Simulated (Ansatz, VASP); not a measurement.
# Zn, level by level in two programs

```xyz
2
Lattice="2.6877 0.0000 0.0000 -1.3438 2.3276 0.0000 0.0000 0.0000 4.9989" Properties=species:S:1:pos:R:3 pbc="T T T"
Zn    1.3438    0.7759    3.7492
Zn    0.0000    1.5517    1.2497
```

Single points on this cell with VASP 6.6.1 and Ansatz 0.2.0. Each row is one pair of runs. Alike in all rows: spin: off; k mesh: 11 × 11 × 6; smearing: fermi-dirac, width 0.05 eV.

```csv
level,"VASP's potentials, cutoff","Ansatz's potentials, cutoff","gap on the k mesh at the Fermi level (eV), VASP","gap on the k mesh at the Fermi level (eV), Ansatz","pressure (GPa), VASP","pressure (GPa), Ansatz","largest component of the traceless stress (GPa), VASP","largest component of the traceless stress (GPa), Ansatz"
LDA,"VASP PAW LDA potentials, release 64 (Zn), 520 eV","Ansatz PAW, 420 eV",none,none,-9.7,-10.1,1.28,1.43
PBE,"VASP PAW PBE potentials, release 64 (Zn), 520 eV","Ansatz PAW, 420 eV",none,none,-1.7,-2.0,0.29,0.16
r2SCAN,"VASP PAW PBE potentials, release 64 (Zn), 520 eV","Ansatz PAW, 500 eV",none,none,-5.6,-6.0,0.60,0.56
```

Pressure (GPa): the two programs differ by at most 0.39; largest component of the traceless stress (GPa): the two programs differ by at most 0.157.

A gap of «none» marks a metal or a gap that the smearing closes.

Caveats: the PAW data sets were made with another functional, which shifts forces and pressure a little (VASP); the PAW data sets come from PBE, with cores solved anew for the run's functional, which leaves a small shift of forces and pressure (Ansatz).
